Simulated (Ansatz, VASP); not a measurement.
## InAs in VASP and in Ansatz

```xyz
2
Lattice="0.0000 3.0439 3.0439 3.0439 0.0000 3.0439 3.0439 3.0439 0.0000" Properties=species:S:1:pos:R:3 pbc="T T T"
In    0.0000    0.0000    0.0000
As    1.5219    1.5219    1.5219
```

Alike in both runs: functional PBEsol; k mesh 12 × 12 × 12; occupations fermi-dirac, width 0.15 eV; no spin polarisation.

Ansatz relaxed the structure, and its values are those at the end. VASP's run is a single point on that final structure, the one shown.

|  | VASP | Ansatz |
| --- | --- | --- |
| version | VASP 6.6.1 | Ansatz 0.2.0 |
| potentials or method | VASP PAW PBE potentials, release 64 (In_d, As) | scalar-relativistic, plane waves, PAW |
| plane-wave cutoff (eV) | 520 | 420 |
| valence electrons in the cell | 18 | 28 |

```csv
,VASP,Ansatz,Ansatz less VASP
gap on the k mesh at the Fermi level (eV),none,none,-
pressure (GPa),0.1,0.0,-0.10
```

A gap of «none» marks a metal or a gap that the smearing closes. The functional is the same, so the differences come from potentials, cutoffs and numerics. The two sets of potentials don't hold the same shells in valence.

Caveats: the PAW data sets were made with another functional, which shifts forces and pressure a little (VASP).
